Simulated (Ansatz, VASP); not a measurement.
## GaSb in VASP and in Ansatz

```
Ga Sb
1.0
     0.00000    3.10605    3.10605
     3.10605    0.00000    3.10605
     3.10605    3.10605    0.00000
Ga Sb
1 1
Direct
  0.00000 0.00000 0.00000
  0.75000 0.75000 0.75000
```

Alike in both runs: functional PBE; k mesh 6 × 6 × 6; occupations gaussian, width 0.1 eV; no spin polarisation.

Ansatz relaxed the structure, and its values are those at the end. VASP's run is a single point on that final structure, the one shown.

|  | VASP | Ansatz |
| --- | --- | --- |
| version | VASP 6.6.1 | Ansatz 0.2.0 |
| potentials or method | VASP PAW PBE potentials, release 64 (Ga_d, Sb) | scalar-relativistic, plane waves, PAW |
| plane-wave cutoff (eV) | 520 | 420 |
| valence electrons in the cell | 18 | 28 |

Ansatz gave:

- gap on the k mesh at the Fermi level (eV): none
- pressure (GPa): 0.1

Which values does VASP return?

gap on the k mesh at the Fermi level (eV): none; pressure (GPa): 0.2.

A gap of «none» marks a metal or a gap that the smearing closes. The two sets of potentials don't hold the same shells in valence.

Spin-orbit coupling is left out, which matters for the levels of Sb.
